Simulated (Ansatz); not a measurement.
Pd:

```
Pd
1.0
     2.78367    0.00000    0.00000
    -1.39183    2.41072    0.00000
     0.00000    0.00000    4.62889
Pd
2
Direct
  0.33333 0.66667 0.25000
  0.66667 0.33333 0.75000
```

This isn't the form of Pd at room conditions, which is fcc.

| Item | Value |
| --- | --- |
| Program | Ansatz 0.2.0 |
| Task | relaxation of cell and atoms |
| Functional | HSEsol |
| Potentials or basis | Ansatz PAW |
| Cutoff | 420 eV (not typed: the program's choice for these potentials) |
| k mesh | 6 × 6 × 3 |
| Occupations | fermi-dirac, width 0.05 eV |
| Spin | no spin polarisation |

At the start: volume 15.53 Å³/atom.

Task: How do energy, volume and symmetry change on relaxing?

Result: It ends after 8 steps and the volume is 14.35 Å³/atom (-7.6 %); space group P6_3/mmc (No. 194, to 0.05 Å).

The path:
```
step  energy change (eV)  largest force (eV/Å)  volume (Å³)
   1              0.0000                0.0000        31.06
   2             -0.0827                0.0000        27.34
   3             -0.1239                0.0000        28.91
   4             -0.1263                0.0000        28.70
   5             -0.1264                0.0000        28.68
   6             -0.1220                0.0000        28.68
   7             -0.1220                0.0000        28.69
   8             -0.1220                0.0000        28.69
```

Final structure:
```
Pd
1.0
     2.68303    0.00000    0.00000
    -1.34152    2.32357    0.00000
     0.00000    0.00000    4.60240
Pd
2
Direct
  0.33333 0.66667 0.25000
  0.66667 0.33333 0.75000
```

Caveat: the k mesh is coarse (spacing up to 0.45 Å⁻¹), so the values aren't converged, least of all with exact exchange; the plane-wave basis is chosen anew once the cell has moved, so the energies of steps on either side of that aren't comparable; the PAW data sets come from PBE, with cores solved anew for the run's functional, which leaves a small shift of forces and pressure.
